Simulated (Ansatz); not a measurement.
`BC1OC1=C` + `CC(=O)O` → `BOC(C)=O` + `C=C1CO1` at 600 K and 1 bar (ligand exchange at a B–C bond).

Computed with Ansatz on PBE0-D4/def2-TZVP structures; ΔE is electronic, products minus reactants. CCSD(T)/CBS is the MP2 limit (def2-TZVPP, def2-QZVPP) plus CCSD(T) − MP2 in def2-TZVPP, frozen cores. One conformer a species, not always the lowest.

| species | CCSD(T)/CBS energy (Eh) | H − E (kJ/mol) | S (J/(mol·K)) |
| --- | --- | --- | --- |
| `BC1OC1=C` | -217.02601 | 242.6 | 382.8 |
| `CC(=O)O` | -228.87529 | 204.1 | 348.2 |
| `BOC(C)=O` | -254.28820 | 245.3 | 397.9 |
| `C=C1CO1` | -191.64805 | 201.6 | 328.3 |

H − E and S are ideal-gas, rigid-rotor, harmonic terms from PBE0-D4/def2-TZVP, for one conformer and one mirror image of each species. 1 Eh = 2625.50 kJ/mol, R = 8.31446 J/(mol·K).

Question: By hand: ΔE, ΔH, ΔS and ΔG.

Answer: ΔE = (-254.28820) + (-191.64805) − (-217.02601) − (-228.87529) = -0.03495 Eh = -91.8 kJ/mol. Δ(H − E) = 245.3 + 201.6 − 242.6 − 204.1 = 0.2, so ΔH = -91.6 kJ/mol. ΔS = 397.9 + 328.3 − 382.8 − 348.2 = -4.8 J/(mol·K). ΔG = -91.6 − 600 × (-4.8)/1000 = -88.7 kJ/mol.

Question: By hand: the equilibrium constant, and the temperature at which ΔG would vanish if ΔH and ΔS stayed fixed.

Answer: log₁₀ K = −ΔG/(RT ln 10) = 7.7. ΔG = 0 at ΔH/ΔS = 19083 K, far beyond where these terms or the molecules hold.

The number of gas molecules stays the same, so ΔS is small and ΔH decides. A doubt of 5 kJ/mol in ΔE shifts log₁₀ K by 0.4 here. Other conformers and mirror images would add mixing entropy, several J/(mol·K) or more a flexible species. These are equilibria of isolated gas molecules and say nothing of rates. Largest T1 diagnostic: 0.015 (customary marks: 0.02 for closed shells, 0.045 for open ones).
